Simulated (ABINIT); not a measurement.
The system is AgCl (Chlorargyrite).

```xyz
2
Lattice="0.0000 2.7350 2.7350 2.7350 0.0000 2.7350 2.7350 2.7350 0.0000" Properties=species:S:1:pos:R:3 pbc="T T T"
Ag    0.0000    0.0000    0.0000
Cl    2.7350    2.7350    2.7350
```

Base run:

* Program: ABINIT 10.8.3 (patched build)
* Functional: r2SCAN
* Potentials or basis: SG15 NC PBE v1.2
* Cutoff: 844 eV
* k mesh: 8 × 8 × 8
* Occupations: fermi-dirac, width 0.05 eV
* Spin: no spin polarisation

Its results: band gap on the k mesh 1.40 eV, indirect (least direct gap 3.81 eV); pressure 2.4 GPa.

The run is repeated on the same cell with these changes: potentials or basis from SG15 NC PBE v1.2 to Ansatz PAW PBE default generated set, frozen core; cutoff from 844 eV to 490 eV. What comes out?

Band gap on the k mesh 1.48 eV, indirect (least direct gap 3.89 eV); pressure 2.2 GPa.

Caveats: the potentials were made for another functional, which shifts forces and pressure (some runs); the PAW data sets were made with another functional, which shifts forces and pressure a little (some runs).
